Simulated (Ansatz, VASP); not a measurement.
# Two plane-wave programs on SiC (Moissanite 3C)

INCAR

```
SYSTEM = SiC
ALGO = Fast
EDIFF = 1E-7
ENCUT = 520
GGA = PE
ISIF = 2
ISMEAR = 0
LASPH = .True.
LCHARG = .True.
LELF = .True.
LREAL = .False.
LVHAR = .True.
LWAVE = .False.
NBANDS = 11
NELM = 60
PREC = Accurate
SIGMA = 0.020999999999999998
```

Contents of KPOINTS:

```
k-points
0
Gamma
  10 10 10
  0 0 0
```

File POSCAR:

```
SiC
1.0
    0.0000000000      2.1790000000      2.1790000000
    2.1790000000      0.0000000000      2.1790000000
    2.1790000000      2.1790000000      0.0000000000
Si C
1 1
Direct
    0.0000000000      0.0000000000      0.0000000000
    0.7500000000      0.7500000000      0.7500000000
```

The input input.yaml:

```yaml
crystal:
  lattice:
    - [0.0, 2.179, 2.179]
    - [2.179, 0.0, 2.179]
    - [2.179, 2.179, 0.0]
  atoms:
    - { symbol: Si, position: [0.0, 0.0, 0.0] }
    - { symbol: C, position: [0.75, 0.75, 0.75] }
hamiltonian:
  xc: pbe
  pseudopotentials: { kind: paw }
kpoints:
  mp_grid: { grid: [10, 10, 10] }
scf:
  occupations: { method: gaussian, width: 0.021 }
output:
  forces: true
  stress: true
  eigenvalues: true
  write_density: true
  write_potential: true
  elf: true
  volumetric_format: npy
```

Alike in both runs: task single point; functional PBE; k mesh 10 × 10 × 10; occupations gaussian, width 0.021 eV; no spin polarisation.

|  | VASP | Ansatz |
| --- | --- | --- |
| version | VASP 6.6.1 | Ansatz 0.2.0 |
| potentials or method | VASP PAW PBE potentials, release 64 (Si, C) | Ansatz PAW |
| plane-wave cutoff (eV) | 520 | 420 |
| valence electrons in the cell | 8 | 8 |

|  | VASP | Ansatz | Ansatz less VASP |
| --- | --- | --- | --- |
| gap on the k mesh at the Fermi level (eV) | 1.36 | 1.36 | +0.002 |
| least direct gap on the mesh (eV) | 4.54 | 4.55 | +0.004 |
| pressure (GPa) | 3.2 | 3.3 | +0.06 |

A k mesh can miss the band edges. As with any semilocal functional, this PBE gap is likely too small.
